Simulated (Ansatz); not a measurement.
# In₂O₃: a line through a two-coordinate scan, part 2 of 2

One line of a two-coordinate grid on In₂O₃ (R-3c, No. 167; 10 atoms in the cell): lattice constant c is varied, at lattice constant a (and b) = 5.788 Å.

Ansatz 0.2.0; DFT PBEsol, scalar-relativistic, plane waves, PAW. Earlier steps stand in the parts before.

## (6) Grid point (5.788 Å, 14.534 Å)

input.yaml

```yaml
crystal:
  lattice:
    - [2.8938, 1.670736209, 4.8445282397]
    - [-2.8938, 1.670736209, 4.8445282397]
    - [0.0, -3.341472418, 4.8445282397]
  atoms:
    - { symbol: In, position: [0.3574536553, 0.3574536553, 0.3574536553] }
    - { symbol: In, position: [0.1425463447, 0.1425463447, 0.1425463447] }
    - { symbol: In, position: [0.6425463447, 0.6425463447, 0.6425463447] }
    - { symbol: In, position: [0.8574536553, 0.8574536553, 0.8574536553] }
    - { symbol: O, position: [0.5458387896, 0.9541612104, 0.25] }
    - { symbol: O, position: [0.25, 0.5458387896, 0.9541612104] }
    - { symbol: O, position: [0.9541612104, 0.25, 0.5458387896] }
    - { symbol: O, position: [0.4541612104, 0.0458387896, 0.75] }
    - { symbol: O, position: [0.75, 0.4541612104, 0.0458387896] }
    - { symbol: O, position: [0.0458387896, 0.75, 0.4541612104] }
basis:
  ecutwfc: 520.0
kpoints:
  mp_grid: { grid: [6, 6, 6] }
hamiltonian:
  xc: pbesol
scf:
  occupations: { method: gaussian, width: 0.05 }
output:
  forces: true
  stress: true
  eigenvalues: true
  write_density: true
  write_potential: true
  elf: true
  volumetric_format: npy
```

Launch:

```sh
$ ansatz run input.yaml --threads 2 --pin off --max-ram 4096MiB --backend cpu --events-out ev --progress --plain --runs-dir out
```

Output:

```text
Warning: RAYON_NUM_THREADS=2 ignored (pool sized by the plan → 2); use --threads N
Engine: ansatz 0.2.0, x86_64-unknown-linux-gnu
Pseudopotentials: kind: paw
Pseudopotential: In, paw, valence charge 13, recommended cutoff 420 eV (normal), In.paw.azcp
Pseudopotential: O, paw, valence charge 6, recommended cutoff 420 eV (normal), O.paw.azcp
Functional definition: PBEsol
  exchange = pbesol_x
  correlation = pbesol_c
Crystal: 10 atoms, lattice volume = 140.533 Å³
Basis set: ecut = 520 eV, 3775 PW (Γ), exchange–correlation on 90×90×90 points (8 copies of the dense FFT grid, shifted against one another)
Bands: 54, of which v1, the nominal top of the filled ones, is band 44 counted from 1 (43 counted from 0)
Symmetry: 12 space group operations
Space group: R-3c (ITA 167), of the structure as read, at distance tolerance 5.2e-5 Å
k-points: 32 of 216
Non-local potential: In, projectors of the file, l = 0: 2, l = 1: 2, l = 2: 2, l = 3: 2
Non-local potential: O, projectors of the file, l = 0: 2, l = 1: 2, l = 2: 1
PAW form: soft (Blöchl's): semilocal exchange-correlation on the pseudo side does not see the compensation charge
PAW frozen core: In, regenerated for the run's functional, and the local potential with it (the file was generated under x = pbe(κ = 0.804, μ = 0.2195149727645171), c = pbe(β = 0.06672455060314922))
PAW frozen core: O, regenerated for the run's functional, and the local potential with it (the file was generated under x = pbe(κ = 0.804, μ = 0.2195149727645171), c = pbe(β = 0.06672455060314922))
PAW one-centre angular grid: In, 590 points (default); XC on 64 Gauss nodes
PAW one-centre angular grid: O, 110 points (default); XC on 64 Gauss nodes
Initial density: superposition of atomic densities (neutral atoms: chi_scale 0, normalization atom), corrected by the library's trained network
Initial wavefunctions: pseudopotential atomic-orbital guess
Functional: x = pbesol(κ = 0.804, μ = 0.12345679012345678), c = pbesol(β = 0.046)
SCF iter   1: F=—  HF=-25466.964326 eV  |F-HF|=—  |Δ(HF+E_count)|=         —  Δρ=1.68e-2  dr2=3.38e-1  ethr=1.77e-3  ⟨swp⟩=6.2  Hψ=6617  notcnv=0  defer=21
preconditioner: auto → Resta (q_TF=auto, 2.524 Å⁻¹)  ε∞=4.7  [insulator: Δε(μ)=0.218 eV  Ē_g=15.342 eV  σ=0.050 eV  W_gap=1.00  n_scr=32 (ndim 8)  ℏωp=29.4 eV  f_vac=0.022  D(μ)=0.01/eV (n_scr^D=0)  ε∞_Penn≈4.7]
SCF iter   2: F=—  HF=-25466.879598 eV  |F-HF|=—  |Δ(HF+E_count)|=   8.47e-2  Δρ=3.71e-3  dr2=9.24e-3  ethr=3.84e-4  ⟨swp⟩=2.0  Hψ=2625  notcnv=0  defer=183
SCF iter   3: F=—  HF=-25466.877168 eV  |F-HF|=—  |Δ(HF+E_count)|=   2.43e-3  Δρ=1.27e-3  dr2=1.47e-3  ethr=1.05e-5  ⟨swp⟩=2.9  Hψ=3045  notcnv=0  defer=183
SCF iter   4: F=—  HF=-25466.876993 eV  |F-HF|=—  |Δ(HF+E_count)|=   1.75e-4  Δρ=3.29e-4  dr2=1.33e-4  ethr=1.67e-6  ⟨swp⟩=2.0  Hψ=2065  notcnv=0  defer=183
SCF iter   5: F=—  HF=-25466.877015 eV  |F-HF|=—  |Δ(HF+E_count)|=   2.16e-5  Δρ=5.08e-5  dr2=4.38e-6  ethr=1.51e-7  ⟨swp⟩=2.3  Hψ=2961  notcnv=0  defer=183
SCF iter   6: F=—  HF=-25466.877038 eV  |F-HF|=—  |Δ(HF+E_count)|=   2.37e-5  Δρ=1.06e-5  dr2=2.07e-7  ethr=4.98e-9  ⟨swp⟩=2.1  Hψ=2262  notcnv=0  defer=183
SCF iter   7: F=-25466.877038 eV  HF=-25466.877038 eV  |F-HF|=3.91e-9  |Δ(HF+E_count)|=   7.91e-8  Δρ=2.30e-6  dr2=1.02e-8  ethr=1.14e-10  ⟨swp⟩=14.2  Hψ=12420  notcnv=0
SCF 1 converged in 7 iterations: F = -25466.877038 eV  dr2 = 1.02e-8
SCF converged after 7 iterations
Free energy (F): -25466.877038 eV
Harris-Foulkes:  -25466.877038 eV  (|F-HF|=3.91e-9)
Internal energy: -25466.877038 eV  (E = F + TS)
E sigma→0 (E₀):  -25466.877038 eV
Fermi energy:    7.534334 eV
--- Per-component energies (eV) ---
  E_band       = -100.780727
  E_kinetic    = 2008.539775
  E_local      = -6195.901370  (includes V_loc(G=0)·N_el)
  E_nonlocal   = 1777.180372
  E_hartree    = 2354.984526
  E_xc         = -1278.147927
  E_vxc        = -945.091411  (∫ρ·V_xc dr)
  E_paw        = -17269.577785  (= ΣΔE_a)
  E_vpaw       = -1455.482989  (= ΣTr[D̂ρ^β])
  E_aug_tail   = 0.004512  (compensation charges beyond the density's cutoff)
  E_ewald      = -6865.114478
  E_core_change = 1.155337  (= ΣΔE_core)
  E_smearing   = -0.000000  (= −TS)
  E_closure    = -0.000000  (closes the sum)
  Σ components = -25466.877038   (vs F -25466.877038, Δ=0.00e0)
--- Forces (eV/Å), atoms counted from 1 ---
  atom   1  In     0.00000000     0.00000000     0.07166613
  atom   2  In     0.00000000    -0.00000000    -0.07166613
  atom   3  In    -0.00000000    -0.00000000    -0.07166613
  atom   4  In    -0.00000000     0.00000000     0.07166613
  atom   5  O      0.02873736     0.00000000     0.00000000
  atom   6  O     -0.01436868     0.02488728     0.00000000
  atom   7  O     -0.01436868    -0.02488728    -0.00000000
  atom   8  O     -0.02873736    -0.00000000     0.00000000
  atom   9  O      0.01436868    -0.02488728    -0.00000000
  atom  10  O      0.01436868     0.02488728     0.00000000
  max |Σ_I F_I| component: 2.95e-17 eV/Å
--- Stress (GPa, compression-positive) ---
      -16.853703       0.000000      -0.000000
        0.000000     -16.853703      -0.000000
       -0.000000      -0.000000      -7.706986
  P = ⅓ Tr σ = -13.8048 GPa (-138.048 kbar)
--- Band table (eV; the first three rows and the last of 32) ---
  k-point 0: bands = ["-9.6382", "-8.9010", "-8.9010", "-8.7506", "-8.7506", "-8.5850", "-5.0196", "-5.0196", "-5.0026", "-4.9076", "-4.9076", "-4.8184", "-4.7939", "-4.7939", "-4.7897", "-4.7897", "-4.7476", "-4.7476", "-4.7123", "-4.6629", "-4.6629", "-4.6424", "-4.4129", "-4.4129", "-3.8707", "-3.8707", "2.1720", "2.2136", "3.6682", "3.6682", "4.3257", "4.5508", "4.8714", "4.8714", "5.1637", "6.5989", "6.5989", "7.0128", "7.0183", "7.0183", "7.1118", "7.1118", "7.1144", "7.1144", "7.7233", "12.1078", "12.5604", "13.3449", "15.3013", "15.8683", "15.8999", "15.8999", "16.4054", "16.4054"]
  k-point 1: bands = ["-9.5748", "-8.8944", "-8.8862", "-8.7973", "-8.7622", "-8.6212", "-5.0145", "-5.0067", "-4.9962", "-4.9196", "-4.9071", "-4.8214", "-4.8051", "-4.7995", "-4.7953", "-4.7869", "-4.7521", "-4.7364", "-4.6781", "-4.6616", "-4.6499", "-4.6211", "-4.4353", "-4.3991", "-3.9517", "-3.8985", "2.2107", "2.2966", "3.3445", "3.9605", "4.1161", "4.7751", "5.0086", "5.2476", "5.4976", "5.7440", "6.4397", "6.5923", "6.8662", "6.9658", "6.9866", "7.0252", "7.1641", "7.3042", "8.7148", "12.3370", "12.4424", "13.1143", "14.6462", "15.3173", "15.9438", "16.1300", "16.8794", "16.9763"]
  k-point 2: bands = ["-9.4023", "-8.9475", "-8.8708", "-8.8434", "-8.7934", "-8.6971", "-5.0145", "-5.0144", "-4.9438", "-4.9276", "-4.8915", "-4.8426", "-4.8349", "-4.8164", "-4.7803", "-4.7786", "-4.7419", "-4.7118", "-4.7017", "-4.6551", "-4.6548", "-4.5362", "-4.4125", "-4.3587", "-4.1202", "-3.9992", "2.3881", "2.5748", "2.9056", "3.9103", "4.5149", "4.7808", "4.9927", "5.4996", "5.7513", "5.8879", "6.1672", "6.1804", "6.6014", "6.6979", "6.8601", "6.8863", "7.2143", "7.3276", "10.0769", "12.2426", "12.3687", "12.5507", "14.3499", "14.9525", "15.7972", "16.3268", "16.5995", "16.8957"]
  k-point 31: bands = ["-9.1386", "-9.1386", "-8.8270", "-8.8270", "-8.8270", "-8.8270", "-5.0179", "-5.0179", "-4.9266", "-4.9266", "-4.9266", "-4.9266", "-4.8293", "-4.8293", "-4.8293", "-4.8293", "-4.6752", "-4.6752", "-4.6752", "-4.6752", "-4.5843", "-4.5843", "-4.2028", "-4.2028", "-4.2028", "-4.2028", "2.5507", "2.5507", "3.9553", "3.9553", "4.6700", "4.6700", "4.6700", "4.6700", "5.6002", "5.6002", "6.3371", "6.3371", "6.3371", "6.3371", "7.0459", "7.0459", "7.0459", "7.0459", "10.9250", "10.9250", "13.2659", "13.2659", "14.8411", "14.8411", "16.2684", "16.2684", "16.2684", "16.2684"]
```

Wall time 7.9 s (2 threads of Intel Xeon Platinum 8375C at 2.90GHz (Ice Lake), shared host); peak memory 0.67 GiB.

Axes a, b and c in the maps are those of this run's conventional cell (a, b, c = 5.788, 5.788, 14.534 Å).

Density in a lattice plane of the grid's cell (edges 5.79 and 14.53 Å, at 0.000 of the third edge), which holds In and O.

Values in e/Å³, 12 rows by 6 columns:
```
0.96 0.35 6.44 0.50 0.04 0.14
8.08 0.38 0.14 0.08 0.14 0.42
0.14 0.10 0.04 0.16 6.35 0.95
8.08 0.38 0.14 0.08 0.14 0.42
0.96 0.35 6.44 0.50 0.04 0.14
0.02 0.04 0.13 0.12 0.13 0.04
0.96 0.14 0.04 0.50 6.44 0.35
8.08 0.42 0.14 0.08 0.14 0.38
0.14 0.95 6.35 0.16 0.04 0.10
8.08 0.42 0.14 0.08 0.14 0.38
0.96 0.14 0.04 0.50 6.44 0.35
0.02 0.04 0.13 0.12 0.13 0.04
```
Columns run along the first of these edges and rows up along the second, over one cell in 6 and 12 even steps from the bottom left corner. Atoms in the plane (fractional): In at (1.00, 0.36), In at (1.00, 0.14), In at (0.00, 0.64), In at (1.00, 0.86), O at (0.30, 0.25), O at (0.70, 0.75).

ELF in the same plane.

Ten even steps from ' ' (0.00) to '@' (0.81):
```
....##@@@@++      ..
..::++@@@@%%    ..::
  ....++##::  ......
::::      ..##@@##..
..        --@@--@@--
::::      ..##@@##..
  ....++##::  ......
..::++@@@@%%    ..::
....##@@@@++      ..
      ::::  ::::    
....      ++@@@@##..
..::..    %%@@@@++::
  ......  ::##++....
::..##@@##..      ::
..--@@--@@--        
::..##@@##..      ::
  ......  ::##++....
..::..    %%@@@@++::
....      ++@@@@##..
      ::::  ::::    
```
Columns run along the first of these edges and rows up along the second, over one cell in 10 and 20 even steps from the bottom left corner. Atoms in the plane (fractional): In at (1.00, 0.36), In at (1.00, 0.14), In at (0.00, 0.64), In at (1.00, 0.86), O at (0.30, 0.25), O at (0.70, 0.75).

Both are smooth fields of the valence electrons: close to the nuclei they are not physical.

The highest ELF values outside the cores: 0.84 in the shell around O, 0.6 Å from O.

Energy on the map's scale: 75 meV/atom.

## (7) Point (5.788 Å, 14.776 Å)

Changes to input.yaml since step 6:

```diff
@@ -2,5 +2,5 @@
   lattice:
-    - [2.8938, 1.670736209, 4.8445282397]
-    - [-2.8938, 1.670736209, 4.8445282397]
-    - [0.0, -3.341472418, 4.8445282397]
+    - [2.8938, 1.670736209, 4.9252666667]
+    - [-2.8938, 1.670736209, 4.9252666667]
+    - [0.0, -3.341472418, 4.9252666667]
   atoms:
@@ -28,5 +28 @@
   eigenvalues: true
-  write_density: true
-  write_potential: true
-  elf: true
-  volumetric_format: npy
```

Launch:

```sh
$ ansatz run input.yaml --threads 2 --pin off --max-ram 4096MiB --backend cpu --events-out ev --progress --plain --runs-dir out
```

Output, cut to the lines that bear on the results:

```text
[...]
SCF converged after 7 iterations
Free energy (F): -25466.742273 eV
[...]
E sigma→0 (E₀):  -25466.742273 eV
Entropy (-TS):   -0.000000 eV (-0.000 meV/atom)
Fermi energy:    7.265798 eV
[...]
--- Forces (eV/Å), atoms counted from 1 ---
  atom   1  In     0.00000000    -0.00000000    -0.05219055
  atom   2  In     0.00000000    -0.00000000     0.05219055
  atom   3  In    -0.00000000     0.00000000     0.05219055
  atom   4  In    -0.00000000     0.00000000    -0.05219055
  atom   5  O      0.01509914     0.00000000    -0.00000000
  atom   6  O     -0.00754957     0.01307624     0.00000000
  atom   7  O     -0.00754957    -0.01307624    -0.00000000
  atom   8  O     -0.01509914    -0.00000000    -0.00000000
[...]
--- Stress (GPa, compression-positive) ---
      -17.563044       0.000000      -0.000000
        0.000000     -17.563044      -0.000000
       -0.000000      -0.000000     -10.688277
  P = ⅓ Tr σ = -15.2715 GPa (-152.715 kbar)
--- Band table (eV; the first three rows and the last of 32) ---
[...]
```

It took 6.2 s on 2 threads of Intel Xeon Platinum 8375C at 2.90GHz (Ice Lake), shared host; peak memory 0.68 GiB.

That is 89 meV/atom from the zero.

## (8) The run at (5.788 Å, 15.260 Å)

Changes to input.yaml since step 7:

```diff
@@ -2,5 +2,5 @@
   lattice:
-    - [2.8938, 1.670736209, 4.9252666667]
-    - [-2.8938, 1.670736209, 4.9252666667]
-    - [0.0, -3.341472418, 4.9252666667]
+    - [2.8938, 1.670736209, 5.0867666667]
+    - [-2.8938, 1.670736209, 5.0867666667]
+    - [0.0, -3.341472418, 5.0867666667]
   atoms:
```

Launch:

```sh
$ ansatz run input.yaml --threads 2 --pin off --max-ram 4096MiB --backend cpu --events-out ev --progress --plain --runs-dir out
```

Output, cut to the lines that bear on the results:

```text
Warning: RAYON_NUM_THREADS=2 ignored (pool sized by the plan → 2); use --threads N
[...]
[... 4 set-up lines as earlier in the session ...]
[...]
Crystal: 10 atoms, lattice volume = 147.560 Å³
Basis set: ecut = 520 eV, 3991 PW (Γ), exchange–correlation on 96×96×96 points (8 copies of the dense FFT grid, shifted against one another)
Bands: 54, of which v1, the nominal top of the filled ones, is band 44 counted from 1 (43 counted from 0)
[... 1 set-up line as earlier in the session ...]
Space group: R-3c (ITA 167), of the structure as read, at distance tolerance 5.3e-5 Å
k-points: 32 of 216
[...]
SCF iter   1: F=—  HF=-25466.443482 eV  |F-HF|=—  |Δ(HF+E_count)|=         —  Δρ=1.71e-2  dr2=3.75e-1  ethr=1.77e-3  ⟨swp⟩=6.1  Hψ=6502  notcnv=0  defer=12
[...]
SCF converged after 7 iterations
Free energy (F): -25466.350672 eV
[...]
E sigma→0 (E₀):  -25466.350659 eV
Entropy (-TS):   -0.000026 eV (-0.003 meV/atom)
Fermi energy:    6.755258 eV
[...]
--- Forces (eV/Å), atoms counted from 1 ---
  atom   1  In     0.00000000     0.00000000    -0.22853949
  atom   2  In     0.00000000    -0.00000000     0.22853949
  atom   3  In    -0.00000000    -0.00000000     0.22853949
  atom   4  In    -0.00000000     0.00000000    -0.22853949
  atom   5  O      0.01128349     0.00000000     0.00000000
  atom   6  O     -0.00564174     0.00977179     0.00000000
  atom   7  O     -0.00564174    -0.00977179    -0.00000000
  atom   8  O     -0.01128349     0.00000000    -0.00000000
[...]
--- Stress (GPa, compression-positive) ---
      -18.630723       0.000000       0.000000
        0.000000     -18.630723       0.000000
        0.000000       0.000000     -15.945754
  P = ⅓ Tr σ = -17.7357 GPa (-177.357 kbar)
--- Band table (eV; the first three rows and the last of 32) ---
[...]
```

Run time: 6.4 s. Hardware: 2 threads of Intel Xeon Platinum 8375C at 2.90GHz (Ice Lake), shared host; peak memory 0.7 GiB.

Energy on the map's scale: 128 meV/atom.

## (9) Results

This closing draws on all 2 parts.

| lattice constant c (Å) | step | energy (meV/atom) | slope (meV/atom per Å) | pressure (GPa) | band gap on the k-mesh (eV) | largest force on an atom (eV/Å) |
| --- | --- | --- | --- | --- | --- | --- |
| 13.807 | 3 | 64 | −17 | −8.3 | 0.54 | 0.61 |
| 14.049 | 4 | 62 | 6 | −10.3 | 0.49 | 0.40 |
| 14.291 | 5 | 66 | 27 | −12.2 | 0.45 | 0.22 |
| 14.534 | 6 | 75 | 47 | −13.8 | 0.39 | 0.07 |
| 14.776 | 7 | 89 | 65 | −15.3 | 0.33 | 0.05 |
| 15.018 | – | 107 | 81 | −16.6 | 0.26 | 0.15 |
| 15.260 | 8 | 128 | 96 | −17.7 | 0.18 | 0.23 |

Energies count from the relaxed crystal. Rows without a step come from runs not printed here or follow by symmetry. Slopes come from the forces (and the stress, where the cell changes), not from differences of energies.

The lowest point of the line is at 14.049 Å, 62 meV/atom from the zero. Energies and slopes round the minimum, fitted together, put the minimum at 13.9874 Å, with a curvature of about 93 meV/atom per Å². The highest point computed, at 15.260 Å, lies 66 meV/atom above the lowest. This is one cut through a surface in two coordinates; the map's lowest point lies off it.

These are semilocal Kohn-Sham gaps, which aren't the measured quantity. Such gaps usually fall short of the measured ones.
